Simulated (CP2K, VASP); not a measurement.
This is a calculation of ZnS (Wurtzite-6H) for VASP 6.6.1. 

INCAR

```
ALGO     = Normal         # electronic algorithm
EDIFF    = 1E-6           # SCF threshold, eV
ENCUT    = 520            # plane-wave cutoff, eV
GGA      = PE             # functional
ISIF     = 2              # what is computed and relaxed
ISMEAR   = 0              # smearing method
LASPH    = T              # aspherical terms in the spheres
LCHARG   = T              # write CHGCAR
LELF     = T              # ELF
LREAL    = F              # projectors in reciprocal space
LVHAR    = T            
LWAVE    = F              # write WAVECAR
NBANDS   = 66             # bands
NELM     = 60             # most SCF steps
PREC     = Accurate       # precision mode
SIGMA    = 0.011          # smearing width, eV
```

The input KPOINTS:

```
k-points
0
Gamma
  8 8 2
```

POSCAR

```
ZnS
1.0
    3.8120000000      0.0000000000      0.0000000000
   -1.9060000000      3.3012888392      0.0000000000
    0.0000000000      0.0000000000     18.6899900000
Zn S
6 6
Direct
    0.3333333333      0.6666666667      0.8333300000
    0.6666666667      0.3333333333      0.3333300000
    0.6666666667      0.3333333333      0.6666700000
    0.3333333333      0.6666666667      0.1666700000
    0.0000000000      0.0000000000      0.5000000000
    0.0000000000      0.0000000000      0.0000000000
    0.3333333333      0.6666666667      0.9583300000
    0.6666666667      0.3333333333      0.4583300000
    0.6666666667      0.3333333333      0.7916700000
    0.3333333333      0.6666666667      0.2916700000
    0.0000000000      0.0000000000      0.6250000000
    0.0000000000      0.0000000000      0.1250000000
```

Potentials or basis: VASP PAW PBE potentials, release 64 (Zn, S).

The run is started by

```console
$ cat potpaw_PBE.64/Zn/POTCAR potpaw_PBE.64/S/POTCAR > POTCAR
$ mpirun -np 1 vasp_std > vasp.out
```

**Question.** Set up the same calculation for CP2K 2026.2. Potentials or basis there: POTENTIAL_UZH Zn GTH-PBE-q12, S GTH-PBE-q6; TZVP-MOLOPT-PBE-GTH basis.

**Answer.** As run (cutoffs and basis follow the program's own potentials, and thresholds, step limits or extra output files can differ):

The input zns_scf.inp:

```
&GLOBAL
  PROJECT zns_scf
  RUN_TYPE ENERGY_FORCE
  PRINT_LEVEL LOW
&END GLOBAL
&FORCE_EVAL
  METHOD QS
  STRESS_TENSOR ANALYTICAL
  &DFT
    BASIS_SET_FILE_NAME BASIS_MOLOPT_UZH
    POTENTIAL_FILE_NAME POTENTIAL_UZH
    &MGRID
      CUTOFF 450
      REL_CUTOFF 60
      NGRIDS 4
    &END MGRID
    &QS
      METHOD GPW
      EPS_DEFAULT 1.0E-10
    &END QS
    &KPOINTS
      SCHEME MONKHORST-PACK 8 8 2
      GAMMA_CENTERED T
      SYMMETRY T
      SYMMETRY_BACKEND SPGLIB
    &END KPOINTS
    &SCF
      SCF_GUESS ATOMIC
      EPS_SCF 1.0E-6
      MAX_SCF 100
      ADDED_MOS 30
      CHOLESKY OFF
      EPS_EIGVAL 1.0E-7
      &DIAGONALIZATION ON
        ALGORITHM STANDARD
      &END DIAGONALIZATION
      &MIXING ON
        METHOD BROYDEN_MIXING
        ALPHA 0.4
        BETA 1.5
        NBUFFER 8
      &END MIXING
      &SMEAR ON
        METHOD GAUSSIAN
        SIGMA [eV] 0.011
      &END SMEAR
    &END SCF
    &XC
      &XC_FUNCTIONAL
        &GGA_X_PBE
        &END GGA_X_PBE
        &GGA_C_PBE
        &END GGA_C_PBE
      &END XC_FUNCTIONAL
    &END XC
    &PRINT
      &KPOINTS ON
      &END KPOINTS
      &MULLIKEN ON
      &END MULLIKEN
      &MO ON
        ENERGIES T
        OCCUPATION_NUMBERS T
        &EACH
          QS_SCF 0
        &END EACH
        ADD_LAST NUMERIC
      &END MO
      &LOWDIN ON
      &END LOWDIN
      &HIRSHFELD ON
        SHAPE_FUNCTION DENSITY
      &END HIRSHFELD
    &END PRINT
  &END DFT
  &SUBSYS
    &CELL
      ABC 3.8120000000 3.8120000000 18.6899900000
      ALPHA_BETA_GAMMA 90.0000000000 90.0000000000 120.0000000002
      PERIODIC XYZ
    &END CELL
    &COORD
      Zn  -0.0000000002 2.2008592262 15.5749293667
      Zn  1.9060000002 1.1004296130 6.2299343667
      Zn  1.9060000002 1.1004296130 12.4600556333
      Zn  -0.0000000002 2.2008592262 3.1150606333
      Zn  0.0000000000 0.0000000000 9.3449950000
      Zn  0.0000000000 0.0000000000 0.0000000000
      S   -0.0000000002 2.2008592262 17.9111781167
      S   1.9060000002 1.1004296130 8.5661831167
      S   1.9060000002 1.1004296130 14.7963043833
      S   -0.0000000002 2.2008592262 5.4513093833
      S   0.0000000000 0.0000000000 11.6812437500
      S   0.0000000000 0.0000000000 2.3362487500
    &END COORD
    &KIND Zn
      BASIS_SET TZVP-MOLOPT-PBE-GTH-q12
      POTENTIAL GTH-PBE-q12
    &END KIND
    &KIND S
      BASIS_SET TZVP-MOLOPT-PBE-GTH-q6
      POTENTIAL GTH-PBE-q6
    &END KIND
    &PRINT
      &ATOMIC_COORDINATES ON
      &END ATOMIC_COORDINATES
      &CELL ON
      &END CELL
    &END PRINT
  &END SUBSYS
  &PRINT
    &FORCES ON
    &END FORCES
    &STRESS_TENSOR ON
    &END STRESS_TENSOR
  &END PRINT
&END FORCE_EVAL
```

Potentials or basis: POTENTIAL_UZH Zn GTH-PBE-q12, S GTH-PBE-q6; TZVP-MOLOPT-PBE-GTH basis.

Command:

```sh
$ OMP_NUM_THREADS=1 cp2k.psmp -i zns_scf.inp -o zns_scf.out
```

Both were run:

|  | VASP | CP2K |
| --- | --- | --- |
| Pressure | 2.3 GPa | 2.6 GPa |

Pressure is positive in compression.
